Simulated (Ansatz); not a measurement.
# Bi4Se3: what each run costs

Cell: 7 atoms, space group R-3m, a = 13.559 Å, b = 13.559 Å, c = 13.559 Å, α = 18.12°, β = 18.12°, γ = 18.12°.

All runs are DFT with Ansatz 0.2.0 on 1 thread of Intel Xeon 6975P-C (Granite Rapids) (x86_64; 16 cores open to the job, memory cap 3.0 GiB, no GPU), a shared host.

Problem. Rank the runs by wall time, shortest first.
A. single point at relaxed positions, r2SCAN, 500 eV, 13×13×13 k-points, smearing 0.05 eV
B. relaxation of the ions, PBE, 420 eV, 13×13×13 k-points, smearing 0.05 eV
C. single point, PBE, 420 eV, 12×12×12 k-points, smearing 0.02 eV

Solution. C (77 s, 1.7 GiB), A (3.3 min, 2.7 GiB), B (5.5 min, 2.5 GiB).
